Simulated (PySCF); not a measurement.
Calculated NMR parameters of CC(C)(C)O

```
Formula                               : C4H10O
SMILES                                : CC(C)(C)O
Point group of the computed structure : Cs
Degrees of unsaturation               : 0
Carbon signals                        : 2
Proton signals                        : 2
```

Bonds (- single, = double, # triple, : aromatic): C1-C2 1.533 Å, C2-C3 1.534 Å, C2-C4 1.528 Å, C2-O5 1.420 Å. C1 carries H6, H7, H8; C3 carries H9, H10, H11; C4 carries H12, H13, H14; O5 carries H15.

- σ from GIAO-PBE0/pcSseg-1
- structure optimised with GFN2-xTB
- code: PySCF
- rapidly exchanging positions averaged, non-relativistic, one conformer, in vacuum

Shifts are taken against calculated references (same method and geometry level): ¹H, ¹³C vs TMS; ¹⁷O vs H2O.

| carbon | δC, type | δH (multiplicity) | HMBC from (2–3 bonds) | span of the C tensor (ppm) |
| --- | --- | --- | --- | --- |
| C1/C3/C4 | 33.1, CH3 | 1.23 (s) | H6/H7/H8/H9/H10/H11/H12/H13/H14 | 50 |
| C2 | 70.6, C | – | H6/H7/H8/H9/H10/H11/H12/H13/H14 | 56 |

Other nuclei:
```csv
atoms,nucleus,environment,δ (ppm),σ (ppm)
H15,¹H,hydrogen on an alcohol oxygen,0.21,31.51
O5,¹⁷O,alcohol oxygen,96.1,240.0
```

Carbon types of the structure: 1 × C, 3 × CH3, leaving 1 H on heteroatoms. δC 70.6: fully substituted sp3 carbon bonded to O; deshielded by the electronegative neighbour. δC 33.1: methyl carbon; a saturated carbon with 1 carbon neighbour and no heteroatom attached. δH 1.23: hydrogen on a methyl carbon. δH 0.21: hydrogen on an alcohol oxygen; exchangeable, gas-phase position.

OH/NH shifts are gas-phase values; hydrogen bonding in solution moves them, usually downfield. Shifts are as computed. Against solution values, carbons near 30 ppm lie about +3 ppm off and those near 130 ppm about +5 ppm. Of 246 compounds with measured shifts, 49 miss one by over three times the rms of a fit or turn the order of signals round; such compounds aren't used in these exercises. Experimental scales use liquid or dissolved standards, which lie at an offset from isolated H2O (liquid H2O: subtract about 36 ppm).
